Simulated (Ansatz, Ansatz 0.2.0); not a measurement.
# Lattice constants of EuIrGe$_3$ from LDA to PBEsol+U: overbinding and the Eu 4f shell

## The measurement

The reference is a powder X-ray diffraction measurement with Rietveld refinement on crushed single crystals of EuIrGe$_3$ grown from indium flux ("Magnetic properties and complex magnetic phase diagram in non centrosymmetric EuRhGe$_3$ and EuIrGe$_3$ single crystals", 2015, arXiv:1503.00936). It gives both lattice constants of the tetragonal cell, $a$ = 4.43 Å and $c$ = 10.041 ± 0.006 Å. The temperature is not given with the values; we presume room temperature, where the compound is paramagnetic. What diffraction yields is thus the mean cell of a vibrating crystal with disordered moments, whereas our relaxations describe a static lattice with ordered ones.

| compared with | measured | source's wording or label | method |
| --- | --- | --- | --- |
| a (Å) | 4.43 | a | powder XRD, Rietveld |
| c (Å) | 10.041 ± 0.006 | 10.041 ± 0.006 A | powder XRD, Rietveld |

Conditions are those given with the value in the passage it was taken from; "not stated" means there, and the paper may say more elsewhere. The values are a selection: others may have been left out beforehand as unlike or outlying.

## Model and target

We want the cheapest level of theory that gives both $a$ and $c$ within 1 % of the measured values. This is our choice of target: it is narrow enough to expose the usual overbinding or underbinding of a functional, and a wrong valence of Eu, which changes the volume by several per cent, would normally show up as well. Thermal expansion and zero-point motion should make the measured cell larger than a static one by roughly a few tenths of a per cent in length, so a slightly short computed cell is the physically sensible side to err on.

The model is the BaNiSn$_3$-type crystal in a doubled cell with antiparallel Eu moments, a collinear stand-in for the low-temperature order. Cell and atoms relax from a database structure that is itself a product of earlier theory; its $a$ = 4.472 Å and $c$ = 10.135 Å both lie almost 1 % above experiment, so it serves only as a starting point.

We begin with LDA at a low cutoff and first settle the basis. After that we change the functional or add a Hubbard $U$ on the Eu 4f shell, as the sign of the error demands, and then probe, with single changes in the LDA family, the assumptions on which the level that meets the target rests.

Plain PBE isn't shown in this study.

System: EuIrGe3, tetragonal BaNiSn3-type; I4mm (No. 107), 5 atoms in the primitive cell; the database structure is a structure relaxed by earlier theory (a GGA or r2SCAN, not named), not a measurement: a = 4.472 Å, c = 10.135 Å; structure from the Materials Project.

On the selection of runs and values: Further runs on this system are not shown.

## 1. LDA at a low and a default cutoff

LDA is the simplest functional for this metal, and a low plane-wave cutoff keeps the relaxation light. A cell relaxation is sensitive to the basis through the stress, so we pair the run at 290 eV with one at the default 420 eV, all else equal. We expect LDA to give too small a cell, perhaps by 1 to 2 % in length, and the 4f states, which LDA places too close to the Fermi level, may add to the contraction.

**Run 1.** Ansatz 0.2.0: LDA, cell doubled for the wavevector (½ ½ 0 in reciprocal vectors of the primitive cell), antiferromagnetic start, cell and atoms relaxed from the database structure, PAW set soft_2, cutoff 290 eV, 6x6x6 k mesh, Gaussian smearing 0.1 eV; constants read on the axes of the parent cell.

Key lines of the input:
```
crystal:
  lattice:
    - [0.0, 0.0, 10.134746]
    - [4.472308, -4.472308, 10.134746]
    - [2.236154, 2.236154, -5.067373]
  # atoms, with starting spins
kpoints:
  mp_grid: { grid: [6, 6, 6] }
hamiltonian:
  xc: lda
scf:
  occupations: { method: gaussian, width: 0.1 }
output:
  forces: true
  stress: true
basis:
  ecutwfc: 290.0
magnetization:
  spin_polarized: true
relax:
  adjacent_minimum: "off"
  f_tol: 0.005
  max_steps: 60
  cell: { stress_tol: 0.03 }
```

Command:
```
ansatz run input.yaml --threads 8 --pin off --max-ram 16384MiB --backend cpu --events-out ev --progress --plain --runs-dir out
```

Selected lines of the output:
```
relax step  24: F+E_penalty+E_count = -65756.86893966 eV  [...]  max|allowed force component| = 2.900e-4 eV/Å  [...]  P = -0.016 GPa  Ω = 188.022 Å³  [...]
```

Converged; 5.6 min on 8 cores of Arm Neoverse V2, shared host. Warnings: cutoff_below_recommended (in short: A typed cutoff is below a recommended value, from the records, the datasets' recipe or DFPT's needs, possibly lowering the density cutoff; compare with a higher-cutoff run).

**Run 2.** Ansatz 0.2.0: LDA, cell doubled for the wavevector (½ ½ 0 in reciprocal vectors of the primitive cell), antiferromagnetic start, cell and atoms relaxed from the database structure, PAW set soft_2, cutoff 420 eV (default), 6x6x6 k mesh, Gaussian smearing 0.1 eV; constants read on the axes of the parent cell.

Key lines of the input, as changed from run 1:
```diff
- basis:
-   ecutwfc: 290.0
```

Selected lines of the output:
```
relax step   6: F+E_penalty+E_count = -65759.15607482 eV  [...]  max|allowed force component| = 1.823e-3 eV/Å  [...]  P = +0.008 GPa  Ω = 187.606 Å³  [...]
```

Converged; 2.5 min of wall time.

| quantity | run 1 | run 2 | measured |
| --- | --- | --- | --- |
| a (Å) | 4.355 | 4.351 | 4.43 |
| c (Å) | 9.913 | 9.909 | 10.041 ± 0.006 |
| net moment per formula unit (μB) | 0.000 | 0.000 |  |
| size of moment on Eu (μB) | 6.670 | 6.656 |  |
| conventional cell volume (Å³) | 188.02 | 187.61 |  |

At the default cutoff LDA gives $a$ 1.8 % and $c$ 1.3 % below experiment, so both constants miss the target. Thermal and zero-point expansion have the right sign to explain part of this, but their expected size is too small for most of it.

The lower cutoff triggered a warning that it lies below a recommended value and should be compared with a higher one. That comparison shifts each constant by only 0.004 Å, far less than the miss. The low setting saved nothing either: its relaxation took 24 steps against 6, and longer overall. We therefore keep the default cutoff.

The Eu sphere holds about 6.7 $\mu_\mathrm{B}$, as one would expect of a nearly half-filled f shell, although this number alone doesn't settle the valence.

## 2. Two single changes: Hubbard U or PBEsol

The contraction may have two sources: the general overbinding of LDA, and 4f states that lie too high and take part in bonding. We test them separately, each as one change to the LDA run at the default cutoff. A $U$ of 6 eV on Eu 4f pushes the occupied f states down and should make the shell more inert; PBEsol corrects the overbinding while leaving the f states semilocal. Both remain cheap compared with a meta-GGA. We expect both to lengthen the cell, PBEsol probably by about 1 %, and have no firm expectation of the size of the $U$ effect.

**Run 3.** Ansatz 0.2.0: LDA+U (Eu 6 eV), cell doubled for the wavevector (½ ½ 0 in reciprocal vectors of the primitive cell), antiferromagnetic start, cell and atoms relaxed from the database structure, PAW set soft_2, cutoff 420 eV (default), 6x6x6 k mesh, Gaussian smearing 0.1 eV; constants read on the axes of the parent cell.

Key lines of the input, as changed from run 2:
```diff
  hamiltonian:
+   hubbard: { sites: [{ species: Eu, l: f, u_eff: 6.0 }] }
```

Selected lines of the output:
```
    - [4.384322478169191, -4.384322478169191, 9.934212708494941]
    - [2.1857035919393906, 2.1857035919393906, -4.967106354247471]
```

Converged; 2.9 min of wall time. Warnings: filled_band_counts_differ_across_k_points (in short: The SCF's last iteration fills more bands at some k-points than others; expected for a known metal, but in hybrid or +U runs it may flag a wrong filling).

**Run 4.** Ansatz 0.2.0: PBEsol, cell doubled for the wavevector (½ ½ 0 in reciprocal vectors of the primitive cell), antiferromagnetic start, cell and atoms relaxed from the database structure, PAW set soft_2, cutoff 420 eV (default), 6x6x6 k mesh, Gaussian smearing 0.1 eV; constants read on the axes of the parent cell.

Key lines of the input, as changed from run 2:
```diff
  hamiltonian:
-   xc: lda
+   xc: pbesol
```

Selected lines of the output:
```
    - [4.392080327187171, -4.392080327187171, 9.99629906826209]
    - [2.192809340874176, 2.192809340874176, -4.998149534131045]
```

Converged; 2.3 min of wall time.

| quantity | run 3 | run 4 | measured |
| --- | --- | --- | --- |
| a (Å) | 4.378 | 4.389 | 4.43 |
| c (Å) | 9.934 | 9.996 | 10.041 ± 0.006 |
| net moment per formula unit (μB) | 0.000 | 0.000 |  |
| size of moment on Eu (μB) | 6.883 | 6.671 |  |
| conventional cell volume (Å³) | 190.40 | 192.55 |  |

Both changes lengthen the cell. LDA+U remains just outside the target, 1.2 % short in $a$ and 1.1 % in $c$. PBEsol is 0.4 % short in $c$, a clear pass, and 0.9 % short in $a$. The latter is inside the target too, but only by a few thousandths of an ångström, about the size of the shift seen between the two cutoffs, so it is a narrow pass that numerical settings could move either way.

The $U$ lengthens $a$ by 0.027 Å and $c$ by 0.025 Å, so in relative terms it acts mainly in the basal plane, where PBEsol still falls short. The Eu moment rises to 6.88 $\mu_\mathrm{B}$, in line with a more localised half-filled shell. The warning about unequal numbers of filled bands is expected for a metal, though with a $U$ it can also point to a wrong filling, which the moment alone doesn't exclude.

The two basal diagonals relax to lengths that differ by about 0.3 % in LDA+U and by about half that in PBEsol. We suppose that the antiparallel order, which makes them inequivalent, is the cause. The tabulated $a$ is the length of the parent axis between them. This small distortion belongs to the model and shouldn't be read into the measured tetragonal cell.

## 3. PBEsol with U on Eu 4f

We now combine the two changes and add the same $U$ to PBEsol. The LDA pair cost about the same with and without $U$, so this is a small step in effort, well before a meta-GGA is called for. We expect $a$ to grow enough to leave the edge of the target, with $c$ staying inside; whether the $U$ acts as strongly on top of PBEsol is what the run has to show.

**Run 5.** Ansatz 0.2.0: PBEsol+U (Eu 6 eV), cell doubled for the wavevector (½ ½ 0 in reciprocal vectors of the primitive cell), antiferromagnetic start, cell and atoms relaxed from the database structure, PAW set soft_2, cutoff 420 eV (default), 6x6x6 k mesh, Gaussian smearing 0.1 eV; constants read on the axes of the parent cell.

Key lines of the input, as changed from run 4:
```diff
  hamiltonian:
+   hubbard: { sites: [{ species: Eu, l: f, u_eff: 6.0 }] }
```

Selected lines of the output:
```
relax step   5: F+E_penalty+E_count = -66453.55802537 eV  [...]  max|allowed force component| = 3.846e-3 eV/Å  [...]  P = +0.004 GPa  Ω = 195.475 Å³  [...]
    - [4.422478062655267, -4.422478062655267, 10.02397387411201]
    - [2.2047254575662314, 2.2047254575662314, -5.011986937056005]
```

Converged; 2.3 min of wall time. Warnings: filled_band_counts_differ_across_k_points.

| quantity | run 5 | measured | deviation |
| --- | --- | --- | --- |
| a (Å) | 4.416 | 4.43 | −0.014 (−0.3 %) |
| c (Å) | 10.024 | 10.041 ± 0.006 | −0.017 (−0.2 %) |
| net moment per formula unit (μB) | 0.000 |  |  |
| size of moment on Eu (μB) | 6.894 |  |  |
| conventional cell volume (Å³) | 195.47 |  |  |

PBEsol+U meets the target in both constants, with $a$ 0.3 % and $c$ 0.2 % below experiment. Both lie well inside the limit. The $U$ lengthens $a$ by 0.027 Å and $c$ by 0.028 Å, nearly the same as it did on top of LDA, so the corrections for overbinding and for the 4f shell add up almost independently here. The run took about as long as plain PBEsol, and the gain in $a$ therefore costs next to nothing.

## 4. Sensitivity to U, magnetic order and cutoff

The result rests on a chosen $U$, an assumed magnetic order and the default cutoff. We examine each by a single change in the LDA family: $U$ lowered to 3 eV and a ferromagnetic start, both against LDA+U at 6 eV, and a cutoff of 590 eV against plain LDA. Strictly, these runs test only the levels at which they are made. For PBEsol+U they indicate which assumption deserves most caution, and a test of its $k$ mesh is not shown in this report. We expect the order and the cutoff to matter little, and the smaller $U$ to give a cell between those of LDA and LDA+U at 6 eV.

**Run 6.** Ansatz 0.2.0: LDA+U (Eu 3 eV), cell doubled for the wavevector (½ ½ 0 in reciprocal vectors of the primitive cell), antiferromagnetic start, cell and atoms relaxed from the database structure, PAW set soft_2, cutoff 420 eV (default), 6x6x6 k mesh, Gaussian smearing 0.1 eV; constants read on the axes of the parent cell.

Key lines of the input, as changed from run 2:
```diff
  hamiltonian:
+   hubbard: { sites: [{ species: Eu, l: f, u_eff: 3.0 }] }
```

Converged; 2.9 min of wall time. Warnings: filled_band_counts_differ_across_k_points.

**Run 7.** Ansatz 0.2.0: LDA+U (Eu 6 eV), cell doubled for the wavevector (½ ½ 0 in reciprocal vectors of the primitive cell), ferromagnetic start, cell and atoms relaxed from the database structure, PAW set soft_2, cutoff 420 eV (default), 6x6x6 k mesh, Gaussian smearing 0.1 eV; constants read on the axes of the parent cell.

Key lines of the input, as changed from run 2:
```diff
  hamiltonian:
+   hubbard: { sites: [{ species: Eu, l: f, u_eff: 6.0 }] }
```

Selected lines of the output:
```
    - [4.383284821112944, -4.383284821112944, 9.937059906498577]
    - [2.1855535797100223, 2.1855535797100223, -4.968529953249289]
Magnetic group: BNS 107.227 (UNI 887), of the structure as read, at distance tolerance 5.9e-5 Å
Magnetization: 13.9397 μB (82.9699 up, 69.0301 down)
```

Converged; 4.3 min of wall time. Warnings: filled_band_counts_differ_across_k_points.

**Run 8.** Ansatz 0.2.0: LDA, cell doubled for the wavevector (½ ½ 0 in reciprocal vectors of the primitive cell), antiferromagnetic start, cell and atoms relaxed from the database structure, PAW set soft_2, cutoff 590 eV, 6x6x6 k mesh, Gaussian smearing 0.1 eV; constants read on the axes of the parent cell.

Key lines of the input, as changed from run 2:
```diff
+ basis:
+   ecutwfc: 590.0
```

Converged; 3.7 min of wall time.

| quantity | run 6 | run 7 | run 8 | measured |
| --- | --- | --- | --- | --- |
| a (Å) | 4.367 | 4.377 | 4.351 | 4.43 |
| c (Å) | 9.918 | 9.937 | 9.909 | 10.041 ± 0.006 |
| net moment per formula unit (μB) | 0.000 | 6.970 | 0.000 |  |
| size of moment on Eu (μB) | 6.804 | 6.877 | 6.657 |  |
| conventional cell volume (Å³) | 189.17 | 190.39 | 187.62 |  |

The ferromagnetic run corrects our earlier account of the basal distortion. Parallel moments keep the tetragonal symmetry, yet the two diagonals still differ by about 0.3 %, almost exactly as in the antiparallel LDA+U run. The antiparallel order therefore can't be the main cause. We suspect the $k$ mesh of the doubled cell, which need not respect the fourfold axis, but a test of this is not shown in this report. PBEsol+U shows a splitting of the same size; taken alone, even its shorter diagonal would put $a$ only about 0.5 % below experiment. That doesn't bound the whole sampling error.

The magnetic order itself changes $a$ by 0.001 Å and $c$ by 0.003 Å in LDA+U. The net moment of 6.97 $\mu_\mathrm{B}$ per formula unit in the ferromagnetic run fits divalent Eu with a half-filled f shell. In plain LDA, raising the cutoff to 590 eV leaves both constants unchanged to the printed precision.

Lowering $U$ from 6 to 3 eV shortens $a$ by 0.011 Å and $c$ by 0.016 Å, and the cell lies between those of LDA and LDA+U at 6 eV, as we had expected. Of the three settings examined, $U$ matters most, though its effect is still small beside the 1 % target.

## Collected results

| run | settings | a (Å) | deviation | c (Å) | deviation | cost |
| --- | --- | --- | --- | --- | --- | --- |
| 1 | LDA, antiferromagnetic start, cutoff 290 eV | 4.355 | −0.075 (−1.7 %) | 9.913 | −0.128 (−1.3 %) | 45 core-min |
| 2 | LDA, antiferromagnetic start, cutoff 420 eV (default) | 4.351 | −0.079 (−1.8 %) | 9.909 | −0.132 (−1.3 %) | 20 core-min |
| 3 | LDA+U (Eu 6 eV), antiferromagnetic start, cutoff 420 eV (default) | 4.378 | −0.052 (−1.2 %) | 9.934 | −0.107 (−1.1 %) | 23 core-min |
| 4 | PBEsol, antiferromagnetic start, cutoff 420 eV (default) | 4.389 | −0.041 (−0.9 %) | 9.996 | −0.045 (−0.4 %) | 19 core-min |
| 5 | PBEsol+U (Eu 6 eV), antiferromagnetic start, cutoff 420 eV (default) | 4.416 | −0.014 (−0.3 %) | 10.024 | −0.017 (−0.2 %) | 18 core-min |
| 6 | LDA+U (Eu 3 eV), antiferromagnetic start, cutoff 420 eV (default) | 4.367 | −0.063 (−1.4 %) | 9.918 | −0.123 (−1.2 %) | 23 core-min |
| 7 | LDA+U (Eu 6 eV), ferromagnetic start, cutoff 420 eV (default) | 4.377 | −0.053 (−1.2 %) | 9.937 | −0.104 (−1.0 %) | 35 core-min |
| 8 | LDA, antiferromagnetic start, cutoff 590 eV | 4.351 | −0.079 (−1.8 %) | 9.909 | −0.132 (−1.3 %) | 30 core-min |
|  | measured | 4.43 |  | 10.041 ± 0.006 |  |  |

Further runs on the same system, made beside this series (convergence steps with loose settings among them):

| further | settings | a (Å) | deviation | c (Å) | deviation | cost |
| --- | --- | --- | --- | --- | --- | --- |
| F1 | r2SCAN+rVV10, antiferromagnetic start, cutoff 500 eV (default), 6x6x6 k mesh | 4.410 | −0.020 (−0.4 %) | 10.004 | −0.037 (−0.4 %) | 62 core-min |
| F2 | r2SCAN, antiferromagnetic start, cutoff 500 eV (default), 6x6x6 k mesh | 4.430 | 0.000 (−0.0 %) | 10.040 | −0.001 (−0.0 %) | 80 core-min |
| F3 | PBEsol+D3(BJ), antiferromagnetic start, cutoff 420 eV (default), 6x6x6 k mesh | 4.334 | −0.096 (−2.2 %) | 9.901 | −0.140 (−1.4 %) | 20 core-min |
| F4 | BLYP+D3(BJ), antiferromagnetic start, cutoff 420 eV (default), 6x6x6 k mesh | 4.425 | −0.005 (−0.1 %) | 10.047 | +0.006 (+0.1 %) | 19 core-min |
| F5 | r2SCAN, antiferromagnetic start, cutoff 500 eV (default), 4x4x4 k mesh | 4.430 | +0.000 (+0.0 %) | 10.048 | +0.007 (+0.1 %) | 31 core-min |
| F6 | LDA, antiferromagnetic start, cutoff 420 eV (default), 4x4x4 k mesh | 4.352 | −0.078 (−1.8 %) | 9.914 | −0.127 (−1.3 %) | 7.8 core-min |
|  | measured | 4.43 |  | 10.041 ± 0.006 |  |  |

## Outcome

PBEsol+U with 6 eV on Eu 4f meets the 1 % target: $a$ is 0.3 % and $c$ 0.2 % below experiment, for 18 core-minutes. Plain PBEsol costs about the same and also meets the target, but only narrowly in $a$ (0.9 % short), and LDA misses both constants.

Two steps mattered: replacing LDA by PBEsol, which reduces the overbinding, and adding $U$, which lengthens both constants by a similar amount and so, in relative terms, mainly $a$, probably by making the 4f shell more inert, as the larger Eu moment suggests. The 290 eV run saved no time and served only as a cutoff comparison.

The remaining shortfall has the sign and rough size of the thermal and zero-point expansion missing from a static cell. That reading is tentative, because the choice of $U$ matters at a similar level: in LDA+U, going from 3 to 6 eV lengthens $a$ by 0.011 Å and $c$ by 0.016 Å.

Among the further runs, r2SCAN lands almost on the measured values without a $U$, at 80 core-minutes. Since a static cell should fall slightly short of the measured one, by an amount we have only estimated, this match alone doesn't rank it above or below PBEsol+U; it does need no adjustable $U$. BLYP+D3 comes nearly as close at low cost, probably because BLYP's underbinding and the dispersion term cancel. Adding D3 to PBEsol shortens $a$ to 2.2 % below experiment, so the correction is no general remedy here.

Cutoff, mesh and magnetic order had little effect where they were varied, but such checks for PBEsol+U itself are not shown in this report. The small difference between the basal diagonals probably comes from the $k$ mesh of the doubled cell; a test of this, and of the effect of the disordered moments presumably present in the measured sample, is not shown in this report.

[Logs are printed without paths, hosts, clocks, repeated set-up lines and the standing remarks that a program may print on its own settings, such as how far it seeks lower states.]

[The runs shown are a pick from a larger set of finished runs; failed, doubtful and other runs were left out of it ahead of writing. So were measured values far from every level or from commonly accepted values, and agreement can look better than it is. Lines of input and output are excerpts and may be shortened.]
